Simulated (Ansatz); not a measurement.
# Nickel, beta-Sn type under PBE: structure, energy and stiffness

What does PBE give for nickel in the beta-Sn type structure? We relax it, solve it on a dense k-mesh, switch on spin-orbit coupling, then scale the cell to 7 volumes from 88 to 112 % of the relaxed one and try a fit of the equation of state. The k-meshes are 15×15×10 for the relaxation; 25×25×24 for the dense run; 15×15×14 for spin-orbit coupling; 17×17×16 for the volumes.

Program: Ansatz 0.2.0. Level of theory: DFT PBE, plane waves (420 eV) with PAW, scalar-relativistic. These are calculated values, not measurements.

## Step 1: The structure to begin with

It takes space group I4_1/amd (No. 141, tetragonal). Conventional cell: a = 4.382 Å, b = 4.382 Å, c = 2.393 Å, α = 90.00°, β = 90.00°, γ = 90.00°. Ni (site symmetry -4m2) has 6 Ni at 2.27 to 2.39 Å as nearest neighbours.

Coordinates:

```cif
data_structure
_symmetry_space_group_name_H-M 'I4_1/amd:1'
_symmetry_Int_Tables_number 141
_cell_length_a 4.3821
_cell_length_b 4.3821
_cell_length_c 2.3927
_cell_angle_alpha 90.000
_cell_angle_beta 90.000
_cell_angle_gamma 90.000
_cell_volume 45.95
loop_
_atom_site_label
_atom_site_type_symbol
_atom_site_symmetry_multiplicity
_atom_site_Wyckoff_symbol
_atom_site_fract_x
_atom_site_fract_y
_atom_site_fract_z
_atom_site_occupancy
Ni1 Ni 4 a 0.00000 0.00000 0.00000 1
```

## Step 2: Relaxing cell and atoms

input.yaml

```yaml
crystal:
  lattice:
    - [-2.1910720922, 2.1910720922, 1.1963253623]
    - [2.1910720922, -2.1910720922, 1.1963253623]
    - [2.1910720922, 2.1910720922, -1.1963253623]
  atoms:
    - { symbol: Ni, position: [0.0, 0.0, 0.0] }
    - { symbol: Ni, position: [0.75, 0.25, 0.5] }
hamiltonian:
  xc: pbe
  pseudopotentials:
    kind: paw
    azcp:
      Ni: "pseudopotentials/Ni.paw.azcp"
basis:
  ecutwfc: 420
  fft_grid_basis: typed
kpoints:
  mp_grid: { grid: [15, 15, 10], shift: [0, 0, 0] }
magnetization:
  spin_polarized: false
scf:
  occupations: { method: fermi_dirac, width: 0.1 }
relax:
  max_steps: 60
  f_tol: 0.01
  cell: {}
```

Command:

```
ansatz run input.yaml --threads 1 --pin off --max-ram 3584MiB --backend cpu --events-out ev --progress --plain --runs-dir out
```

The runs that follow: Single point on a dense mesh; A two-component run at the same geometry; The cell scaled to 88 % of its volume; The cell scaled to 92 % of its volume; The cell scaled to 96 % of its volume; The cell scaled to 100 % of its volume; The cell scaled to 104 % of its volume; The cell scaled to 108 % of its volume; The cell scaled to 112 % of its volume.

Before running it: what results should come out? Wanted: space group; conventional cell; volume; shortest distance; gap on the mesh; relative to fcc, ferromagnetic; V₀, B₀, B₀′.

As calculated:

```
                      quantity                                  value
space group (spins left aside)                          Fddd (No. 70)
             conventional cell  a = 2.434 Å, b = 4.340 Å, c = 8.335 Å
                        volume                         11.007 Å³/atom
             shortest distance                                2.427 Å
               gap on the mesh           none (levels filled in part)
relative to fcc, ferromagnetic                          +128 meV/atom
                   V₀, B₀, B₀′           10.978 Å³/atom, 196 GPa, 4.9
```

From the guessed start the volume shrank by 4.2 % in 23 steps. The cell has left its prototype: it ends as Fddd. What follows belongs to that structure, not to the type named at the start. The mesh has less symmetry than the lattice, which may have let the distortion in. It lies 128 meV/atom above the element's reference form at the same level (fcc, ferromagnetic, from a run of its own); part of this is magnetic energy, as this run has no moments. No gap shows: it is a metal or semimetal at this level. Totals with and without spin-orbit coupling (-0.31 eV/atom apart) can't be read as binding, since the two-component data shift the zero of energy. The fitted modulus is 196 GPa; letting shape and positions relax at each volume could only lower it.
